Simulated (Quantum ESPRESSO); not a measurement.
Runs of Quantum ESPRESSO 7.5 on HfO2. The structure is tetragonal, space group P4_2/nmc (No. 137). Conventional cell: a = 3.558 Å, b = 3.558 Å, c = 5.172 Å, α = 90.00°, β = 90.00°, γ = 90.00°. Hf (site symmetry -4m2) is surrounded by 4 O at 2.05 Å. Around O (site symmetry 2mm) lie 2 Hf at 2.05 Å. Measurements of this composition are mostly on another form, of space group No. 14.

| task | level | potentials or basis | cell | k mesh | cutoff (eV) | form of the LDA correlation | SCF threshold | symmetry | mesh quality | gap on the mesh (eV) | pressure (GPa) | V0 of scaled cells (Å³/atom) | B0 (GPa) | largest force (eV/Å) |
| --- | --- | --- | --- | --- | --- | --- | --- | --- | --- | --- | --- | --- | --- | --- |
| phonons | LDA | JTH 2.0 LDA | relaxed | 4 × 4 × 4, shifted | 707 | PW92 | 1.2e-09 Ry | - | not flagged | - | 0.0 | - | - | - |
| equation of state | PBEsol | GBRV 1.5 PBEsol | as given | 8 × 8 × 5 | 612 | - | 1.2e-09 Ry | - | not flagged | - | - | 10.92 | 260 | - |
| single point | PBE | SSSP 1.3 efficiency PBE | as given | 8 × 8 × 5 | 816 | - | 1.2e-09 Ry | - | not flagged | 4.79 | 7.9 | - | - | 0.08 |
| band structure | LDA | GBRV 1.5 LDA | as given | 8 × 8 × 5 | 612 | PZ81 | 1.2e-09 Ry | - | not flagged | 4.59 | (c) | - | - | (d) |
| band structure | PBEsol | GBRV 1.5 PBEsol | as given | 8 × 8 × 5 | 612 | - | 1.2e-09 Ry | - | not flagged | 4.69 | 0.0 | - | - | 0.09 |
| equation of state | LDA | GBRV 1.5 LDA | as given | 8 × 8 × 5 | 612 | PZ81 | 1.2e-09 Ry | - | not flagged | - | - | 10.67 | (b) | - |
| phonons | PBE | JTH 2.0 PBE | relaxed | 4 × 4 × 4, shifted | 707 | - | 1.2e-09 Ry | - | not flagged | - | 0.0 | - | - | - |
| band structure | r2SCAN | SG15 PBE 1.2 | as given | 4 × 4 × 3 | 1197 | - | 1e-08 Ry | off | coarse | (a) | -2.9 | - | - | 0.15 |

Alike in all rows: no spin polarisation; smearing fermi-dirac 0.05 eV.

Q: Estimate the missing entries.

A: (a) 4.89; (b) 278; (c) -6.3; (d) 0.04.

Caveats: some runs use coarse meshes; spin-orbit coupling is left out, which moves the levels of the heavy elements (some runs); the cell was scaled at fixed shape and fractional positions, which overstates the stiffness of a crystal with free parameters, most of all of layers and chains (some runs); an odd mesh through Γ misses points on the zone boundary, where band edges often lie (some runs); the potentials were made for another functional, which shifts forces and pressure (some runs).

A k mesh can miss the band edges, and the runs leave out spin-orbit coupling on Hf.

Not every run made on this cell is shown here.
